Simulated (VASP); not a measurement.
# TiB2 (P6/mmm) in VASP: further runs

One crystal, TiB2, is run at these levels: PBE; tasks: relaxation of cell and atoms.

Program: VASP 6.6.1. These are calculated values, not measurements. Logs are shortened: lines on timing, memory, paths and dates and some standing lists are left out, and cuts for length are marked.

## (1) Starting point

The structure is hexagonal, space group P6/mmm (No. 191). Conventional cell: a = 3.029 Å, b = 3.029 Å, c = 3.228 Å, α = 90.00°, β = 90.00°, γ = 120.00°. Ti (site symmetry 6/mmm) is surrounded by 12 B at 2.38 Å. Around B (site symmetry -6m2) lie 3 B at 1.75 Å.

## (2) Relaxation of cell and atoms, PBE

File INCAR:

```
SYSTEM = TiB2
PREC = Accurate ; ENCUT = 350
EDIFF = 1E-7 ; ISMEAR = 0
SIGMA = 0.1 ; LREAL = .False.
LASPH = .True. ; NELM = 80
ALGO = Fast ; ISIF = 3
LWAVE = .False. ; LCHARG = .False.
GGA = PE ; IBRION = 2
NSW = 80 ; EDIFFG = -0.002
```

File KPOINTS:

```
Automatic mesh
0
Gamma
  15 15 14
  0 0 0
```

File POSCAR:

```
TiB2
1.0
    3.0292000000      0.0000000000      0.0000000000
   -1.5146000000      2.6233641500      0.0000000000
    0.0000000000      0.0000000000      3.2284000000
Ti B
1 2
Direct
    0.0000000000      0.0000000000      0.0000000000
    0.3333333300      0.6666666700      0.5000000000
    0.6666666700      0.3333333300      0.5000000000
```

Potentials or basis: VASP PAW PBE potentials, release 64 (Ti_sv, B).

Started as:

```bash
$ cat potpaw_PBE.64/Ti_sv/POTCAR potpaw_PBE.64/B/POTCAR > POTCAR
$ mpirun -np 1 vasp_std > vasp.out
```

OUTCAR:

```text
SYSTEM = TiB2
   PREC = Accurate
   ENCUT = 350
   EDIFF = 1E-7
   ISMEAR = 0
   LREAL = .False.
   LASPH = .True.
   NELM = 80
   ISIF = 3
   GGA = PE
   IBRION = 2
   NSW = 80
   EDIFFG = -0.002

 ion  position               nearest neighbor table
   1  0.000  0.000  0.000-   2 2.38   3 2.38   2 2.38   3 2.38   2 2.38   2 2.38   3 2.38   3 2.38
                             3 2.38   3 2.38   2 2.38   2 2.38
   2  0.333  0.667  0.500-   3 1.75   3 1.75   3 1.75   1 2.38   1 2.38   1 2.38   1 2.38   1 2.38
                             1 2.38
   3  0.667  0.333  0.500-   2 1.75   2 1.75   2 1.75   1 2.38   1 2.38   1 2.38   1 2.38   1 2.38
                             1 2.38

  LATTYP: Found a hexagonal cell.
 ALAT       =     3.0292000000
 C/A-ratio  =     1.0657599366

  Lattice vectors:

 A1 = (   3.0292000000,   0.0000000000,   0.0000000000)
 A2 = (  -1.5146000000,   2.6233641500,   0.0000000000)
 A3 = (   0.0000000000,   0.0000000000,   3.2284000000)

Analysis of symmetry for initial positions (statically):
=====================================================================
 Subroutine PRICEL returns:
 Original cell was already a primitive cell.

 Routine SETGRP: Setting up the symmetry group for a
 hexagonal supercell.

 Subroutine GETGRP returns: Found 24 space group operations
 (whereof 24 operations were pure point group operations)
 out of a pool of 24 trial point group operations.

The static configuration has the point symmetry D_6h.

Analysis of symmetry for dynamics (positions and initial velocities):
=====================================================================
 Subroutine PRICEL returns:
 Original cell was already a primitive cell.

 Routine SETGRP: Setting up the symmetry group for a
 hexagonal supercell.

 Subroutine GETGRP returns: Found 24 space group operations
 (whereof 24 operations were pure point group operations)
 out of a pool of 24 trial point group operations.

The dynamic configuration has the point symmetry D_6h.

 Subroutine INISYM returns: Found 24 space group operations
 (whereof 24 operations are pure point group operations),
 and found     1 'primitive' translations

----------------------------------------------------------------------------------------

                                     Primitive cell

  volume of cell :      25.6551

  direct lattice vectors                    reciprocal lattice vectors
     3.029200000  0.000000000  0.000000000     0.330120164  0.190594966  0.000000000
    -1.514600000  2.623364150  0.000000000     0.000000000  0.381189931  0.000000000
     0.000000000  0.000000000  3.228400000     0.000000000  0.000000000  0.309750960

  length of vectors
     3.029200000  3.029199997  3.228400000     0.381189931  0.381189931  0.309750960

  position of ions in fractional coordinates (direct lattice)
     0.000000000  0.000000000  0.000000000
     0.333333330  0.666666670  0.500000000
     0.666666670  0.333333330  0.500000000

  ion indices of the primitive-cell ions
   primitive index   ion index
                 1           1
                 2           2
                 3           3

----------------------------------------------------------------------------------------

 KPOINTS: Automatic mesh

Automatic generation of k-mesh.
 Grid dimensions read from file:
 generate k-points for:   15   15   14

 Generating k-lattice:

  Cartesian coordinates                     Fractional coordinates (reciprocal lattice)
     0.022008011  0.012706331  0.000000000     0.066666667  0.000000000  0.000000000
     0.000000000  0.025412662  0.000000000     0.000000000  0.066666667  0.000000000
     0.000000000  0.000000000  0.022125069     0.000000000  0.000000000  0.071428571

  Length of vectors
     0.025412662  0.025412662  0.022125069

  Shift w.r.t. Gamma in fractional coordinates (k-lattice)
     0.000000000  0.000000000  0.000000000

 Subroutine IBZKPT returns following result:
 ===========================================

 Found    216 irreducible k-points:

 Following reciprocal coordinates:
            Coordinates               Weight
  0.000000  0.000000  0.000000      1.000000
  0.066667  0.000000  0.000000      6.000000
  0.133333  0.000000  0.000000      6.000000
  0.200000  0.000000  0.000000      6.000000
  0.266667  0.000000  0.000000      6.000000
  0.333333 -0.000000  0.000000      6.000000
[... 16 lines left out ...]
  0.333333  0.200000  0.000000     12.000000
  0.400000  0.200000  0.000000      6.000000
 [... further k-points ...]
   k-points           NKPTS =    216   k-points in BZ     NKDIM =    216   number of bands    NBANDS=     13
   number of dos      NEDOS =    301   number of ions     NIONS =      3
   total plane-waves  NPLWV =   6480
   dimension x,y,z NGX =    18 NGY =   18 NGZ =   20
   dimension x,y,z NGXF=    36 NGYF=   36 NGZF=   40
   ions per type =               1   2
   NGX,Y,Z   is equivalent  to a cutoff of   9.88,  9.88, 10.30 a.u.
   NGXF,Y,Z  is equivalent  to a cutoff of  19.76, 19.76, 20.60 a.u.
 SYSTEM =  TiB2
   PREC   = accura    normal or accurate (medium, high low for compatibility)
   ISTART =      0    job   : 0-new  1-cont  2-samecut
   ICHARG =      2    charge: 1-file 2-atom 10-const
   ISPIN  =      1    spin polarized calculation?
   LNONCOLLINEAR =      F non collinear calculations
   LSORBIT =      F    spin-orbit coupling
   LASPH  =      T    aspherical Exc in radial PAW
   ENCUT  =  350.0 eV  25.72 Ry    5.07 a.u.   4.62  4.62  4.92*2*pi/ulx,y,z
   NELM   =     80;   NELMIN=  2; NELMDL= -5     # of ELM steps
   EDIFF  = 0.1E-06   stopping-criterion for ELM
   LREAL  =      F    real-space projection
   EDIFFG = -.2E-02   stopping-criterion for IOM
   NSW    =     80    number of steps for IOM
   IBRION =      2    ionic relax: 0-MD 1-quasi-New 2-CG
   NFREE  =      1    steps in history (QN), initial steepest desc. (CG)
   ISIF   =      3    stress and relaxation
   ISYM   =      2    0-nonsym 1-usesym 2-fastsym
   POTIM  = 0.5000    time-step for ionic-motion
   TEBEG  =    0.0;   TEEND  =   0.0 temperature during run
   PSTRESS=    0.0 pullay stress
   NELECT =      18.0000    total number of electrons
   NUPDOWN=      -1.0000    fix difference up-down
   EMIN   =  10.00;   EMAX   =-10.00  energy-range for DOS
   EFERMI =   0.00;   METHOD = LEGACY
   ISMEAR =     0;   SIGMA  =   0.10  broadening in eV -4-tet -1-fermi 0-gaus
   EFERMI_NEDOS =   21; number of points for ismear=-14 and -15
   IALGO  =     68    algorithm
   IMIX   =      4    mixing-type and parameters
     AMIX     =   0.40;   BMIX     =  1.00
     AMIX_MAG =   1.60;   BMIX_MAG =  1.00
  volume/ion in A,a.u.               =       8.55        57.71
  Fermi-wavevector in a.u.,A,eV,Ry     =   1.454703  2.748990 28.792122  2.116161
  Thomas-Fermi vector in A             =   2.571823
   LORBIT       =      0    0 simple, 1 ext, 2 COOP (PROOUT), +10 PAW based schemes
   GGA     = PE    functional components
   LHFCALC =     F    Hartree Fock is set to
   AEXX    =    0.0000 exact exchange contribution
   IVDW    =     0    specifies the selected vdW correction
   LEPSILON=     F    determine dielectric tensor
   LRPA    =     F    only Hartree local field effects (RPA)
 conjugate gradient relaxation of ions
 non-spin polarized calculation
 RMM-DIIS sequential band-by-band and
 Gauss-broadening in eV      SIGMA  =   0.10
  energy-cutoff  :      350.00
  volume of cell :       25.66
 maximum number of plane-waves:       393
   NGX =  9   NGY =  9   NGZ =  9

--------------------------------------- Ionic step        1  -------------------------------------------

 number of electron      18.0000015 magnetization

 Free energy of the ion-electron system (eV)
  ---------------------------------------------------
  ext. energy  EPLUGINS =         0.00000000
  ---------------------------------------------------
  free energy    TOTEN  =       -24.41826203 eV

  energy without entropy =      -24.41639079  energy(sigma->0) =      -24.41732641

------------------------ aborting loop EDIFF was not reached (unconverged)  ----------------------------

  FORCE on cell =-STRESS in cart. coord.  units (eV):
  Direction    XX          YY          ZZ          XY          YZ          ZX
  --------------------------------------------------------------------------------------
  -------------------------------------------------------------------------------------
  Total        0.0056856      0.0056856     -0.1371612      0.0000000     -0.0000000     -0.0000000
  in kB        0.3550689      0.3550689     -8.5657989      0.0000000     -0.0000000     -0.0000000
  external PRESSURE =      -2.6185537 kB  Pullay stress =       0.0000000 kB

 VOLUME and BASIS-vectors are now :
 -----------------------------------------------------------------------------
  energy-cutoff  :      350.00
  volume of cell :       25.66
      direct lattice vectors                 reciprocal lattice vectors
     3.029200000  0.000000000  0.000000000     0.330120164  0.190594966  0.000000000
    -1.514600000  2.623364150  0.000000000     0.000000000  0.381189931  0.000000000
     0.000000000  0.000000000  3.228400000     0.000000000  0.000000000  0.309750960
[... 124 lines left out ...]
  energy  without entropy=      -24.4165200374  energy(sigma->0) =      -24.41746007

--------------------------------------- Ionic step        5  -------------------------------------------

 number of electron      18.0000016 magnetization

 Free energy of the ion-electron system (eV)
  ---------------------------------------------------
  ext. energy  EPLUGINS =         0.00000000
  ---------------------------------------------------
  free energy    TOTEN  =       -24.41840383 eV

  energy without entropy =      -24.41652546  energy(sigma->0) =      -24.41746465

 E-fermi :  10.0494     XC(G=0): -12.7771

 val. band max:       10.0056646643   @ k =   0.2667   0.2000   0.0000
 cond. band min:      10.0496487156   @ k =   0.2000   0.2000   0.1429
 fundamental gap:      0.0439840513
 Fermi energy:        10.0493580011

 k-point     1 :       0.0000    0.0000    0.0000
  band No.  band energies     occupation
      1     -46.9127      2.00000
      2     -23.2820      2.00000
      3     -22.9674      2.00000
      4     -22.9674      2.00000
      5      -3.4745      2.00000
      6       7.4011      2.00000
      7       7.4011      2.00000
      8       7.7172      2.00000
      9       7.9130      2.00000
     10      11.9165      0.00000
     11      11.9165      0.00000
     12      13.6935      0.00000
     13      13.6935      0.00000
[... 353 lines left out ...]
 k-point    24 :       0.4000    0.2000    0.0000
  band No.  band energies     occupation
      1     -46.8530      2.00000
      2     -23.3222      2.00000
      3     -23.2074      2.00000
      4     -23.1492      2.00000
      5       1.1012      2.00000
      6       1.2250      2.00000
      7       4.1698      2.00000
      8       7.3134      2.00000
      9       9.4278      2.00000
     10       9.9803      1.67101
     11      12.0141      0.00000
     12      12.6969      0.00000
     13      15.7316      0.00000

 [... further k-points ...]

------------------------ aborting loop because EDIFF is reached ----------------------------------------

  FORCE on cell =-STRESS in cart. coord.  units (eV):
  Direction    XX          YY          ZZ          XY          YZ          ZX
  --------------------------------------------------------------------------------------
  -------------------------------------------------------------------------------------
  Total       -0.0008694     -0.0008694     -0.0001340      0.0000000     -0.0000000      0.0000000
  in kB       -0.0543693     -0.0543693     -0.0083814      0.0000000     -0.0000000      0.0000000
  external PRESSURE =      -0.0390400 kB  Pullay stress =       0.0000000 kB
[... 18 lines left out ...]
  FREE ENERGIE OF THE ION-ELECTRON SYSTEM (eV)
  ---------------------------------------------------
  free  energy   TOTEN  =       -24.4184038301 eV

  energy  without entropy=      -24.4165254641  energy(sigma->0) =      -24.41746465

 reached required accuracy - stopping structural energy minimisation
```

Wall time 2 min (1 thread of Intel Xeon 6975P-C (Granite Rapids), shared host); peak memory 0.17 GiB.

These settings aren't checked as converged: the numbers below hold their error.

Results:

```
Free energy                            : -24.4184 eV
Relaxed volume                         : 8.54 Å³/atom
Relaxed cell                           : a = 3.030 Å, b = 3.030 Å, c = 3.222 Å, α = 90.00°, β = 90.00°, γ = 120.00°
Space group after relaxing (to 0.05 Å) : P6/mmm (No. 191)
Energy gained by relaxing              : 0.0 meV/atom
Ionic steps                            : 5
Band gap on the k mesh                 : none (metal or under the smearing width)
```

Caveat: the cutoff is under 1.25 times the usual one of these potentials, so pressure, stress and relaxed cells hold a basis-set (Pulay) error.

## (3) Relaxation of cell and atoms, PBE

INCAR is that of step 2.

KPOINTS is that of step 2.

File POSCAR:

```
TiB2                                    
1.0
    3.0301985632      0.0000000000     -0.0000000000
   -1.5150992816      2.6242289311      0.0000000000
   -0.0000000000     -0.0000000000      3.2218217254
  Ti              B             
     1     2
Direct
     0.0000000000000000    0.0000000000000000    0.0000000000000000
     0.3333333300000021    0.6666666699999979    0.5000000000000000
     0.6666666699999979    0.3333333300000021    0.5000000000000000
```

Potentials or basis: VASP PAW PBE potentials, release 64 (Ti_sv, B).

Started as:

```bash
$ cat potpaw_PBE.64/Ti_sv/POTCAR potpaw_PBE.64/B/POTCAR > POTCAR
$ mpirun -np 1 vasp_std > vasp.out
```

Wall time 72 s (1 thread of Intel Xeon 6975P-C (Granite Rapids), shared host); peak memory 0.16 GiB.

The run converged, but some of its settings lie outside the range that counts as converged, so its numbers aren't taken as properties of the crystal.

Results:

```yaml
Free_energy: -24.4181 eV
Band_gap_on_the_k_mesh: none (metal or under the smearing width)
```

Caveat: the cutoff is under 1.25 times the usual one of these potentials, so pressure, stress and relaxed cells hold a basis-set (Pulay) error; the relaxation stopped at its first step, so nothing moved.
